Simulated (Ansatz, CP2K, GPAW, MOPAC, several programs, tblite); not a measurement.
# AgI: cheap methods against density-functional theory

Aim: run AgI through methods of unlike cost and see what each gets, and at what price.

Computed with MOPAC, tblite, CP2K, GPAW, Ansatz (versions at each run) (no spin polarisation, static lattice; gaps from single points on the cell relaxed beforehand with r²SCAN, unless a step's input says otherwise).

### Step 1. Starting point

It takes space group P6_3mc (No. 186, hexagonal). The conventional cell has a = 4.651 Å, b = 4.651 Å, c = 7.599 Å, α = 90.00°, β = 90.00°, γ = 120.00°. Around Ag (site symmetry 3m) lie 4 I at 2.85 Å. I (site symmetry 3m) has 4 Ag at 2.85 Å as nearest neighbours.

Structure file:

```xyz
4
Lattice="4.6509 0.0000 0.0000 -2.3254 4.0278 0.0000 0.0000 0.0000 7.5993" Properties=species:S:1:pos:R:3 pbc="T T T"
Ag    0.0000    2.6852    0.0000
Ag    2.3254    1.3426    3.7997
I     0.0000    2.6852    2.8497
I     2.3254    1.3426    6.6493
```

The structure type (wurtzite) is imposed and need not be the compound's stable one.

**Question.** The methods are PM6, PM7, GFN1-xTB (tblite), GFN2-xTB (tblite), PBE/DZVP, PBE/single-zeta, PBE/SZV, coarse PBE, GLLB-SC, PBE, r2SCAN. What gap does r2SCAN give on this cell, and which other methods (full PBE left aside) come nearest to r2SCAN and farthest in gap, volume and bulk modulus?

| quantity | value |
| --- | --- |
| r2SCAN | gap 1.86 eV, 35.59 Å³/atom, B₀ 29 GPa |
| gap: nearest and farthest of the other methods | PBE/SZV (-0.13 eV), GFN2-xTB (tblite) (+3.69 eV) |
| volume: nearest and farthest of the other methods | GFN1-xTB (tblite) (+1.6 %), GFN2-xTB (tblite) (+6.1 %) |
| bulk modulus: nearest and farthest of the other methods | PBE/DZVP (-14 %), PM7 (+123 %) |

In words: Among the 8 methods compared for the gap (full PBE left aside), PBE/SZV is nearest to r2SCAN and GFN2-xTB (tblite) farthest. For the volume, of the 4 methods compared (full PBE left aside), GFN1-xTB (tblite) comes nearest to r2SCAN and GFN2-xTB (tblite) is farthest. Among the 4 methods compared for the bulk modulus (full PBE left aside), PBE/DZVP is nearest to r2SCAN and PM7 farthest. A minimal basis or a coarse cutoff and mesh shifts results by its own error, so closeness to r2SCAN can be chance. Cluster runs see only the k-points that fold onto the zone centre, so their gaps can miss the band edges. GLLB-SC is compared with its derivative discontinuity added. PM6 ended in an unphysical state and is left out of the comparison. No volume is given for PBE/single-zeta, PBE/SZV, coarse PBE, which can hide a larger miss. CPU times run from 2.9 s (GFN1-xTB (tblite)) to 3.4 min (PM6). On this cell PM6, PBE/single-zeta, GLLB-SC cost more than r2SCAN itself (29 s), so they are no saving here. A cluster method computes far more atoms than the primitive cell, so on a small crystal it can cost more than plane waves. r2SCAN is a yardstick, not the truth: it usually gives gaps below the measured ones. Spin-orbit coupling is left out throughout.
